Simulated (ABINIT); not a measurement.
**Si in ABINIT: convergence with pawecutdg**

Input of the first run (pawecutdg 15.5); the others differ in this setting and in those tied to it:

Contents of run.abi:

```
# Pseudopotentials
pp_dirpath "./"
pseudos "Si.GGA_PBE-JTH.xml"

# Structure
acell 3*1.0 Angstrom
rprim
     2.5321100000     0.0000000000     0.0000000000
     0.0000000000     2.5321100000     0.0000000000
     0.0000000000     0.0000000000     2.5321100000
ntypat 1
znucl 14
natom 1
typat 1
xred
     0.5000000000     0.5000000000     0.5000000000

# Plane-wave basis
ecut 15.0
pawecutdg 15.5
pawxcdev 0

# k points
kptopt 1
ngkpt 10 10 10
nshiftk 1
shiftk 0.0 0.0 0.0

# Exchange and correlation
ixc -106131

# Bands and occupations
nband 6
occopt 3
tsmear 0.05 eV

# SCF cycle
nstep 100
tolvrs 1.0e-9

# Output
iomode 3
prtwf 0
prtden 0
prteig 0
prtebands 0
enunit 1
```

Potentials or basis: JTH PAW PBE v2.0.

The run is started by

```sh
$ abinit run.abi > log 2>&1
```

The cell was built by a generator and needn't be a form met in nature.

Hardware: 1 thread of Arm Neoverse V1, with other jobs on the host.

Question: The values tried are 15.5, 18, 22.5, 27, 33, 40.5, 49.5, loosest first. From which on does the pressure stay within 0.1 GPa of the tightest run that finished?

Answer: From 22.5 on.

```tsv
pawecutdg	energy less the tightest run, at zero smearing (meV/atom)	pressure (GPa)	SCF cycles	CPU time (s)	peak memory (GiB)
15.5	-3.72	6.47	8	3.5	0.07
18	-3.87	6.73	8	3.5	0.07
22.5	-1.10	6.53	8	3.5	0.07
27	-1.04	6.63	8	3.5	0.07
33	-0.35	6.56	8	3.5	0.07
40.5	0.04	6.58	8	3.6	0.07
49.5	0.00	6.58	8	3.6	0.07
```

Against the tightest run, the energy stays within 1 meV/atom from 33 on. The tightest run that finished is the yardstick and may itself not be fully converged.

Caveat, for the tightest run too: the PAW data sets were made with another functional, which shifts forces and pressure a little.
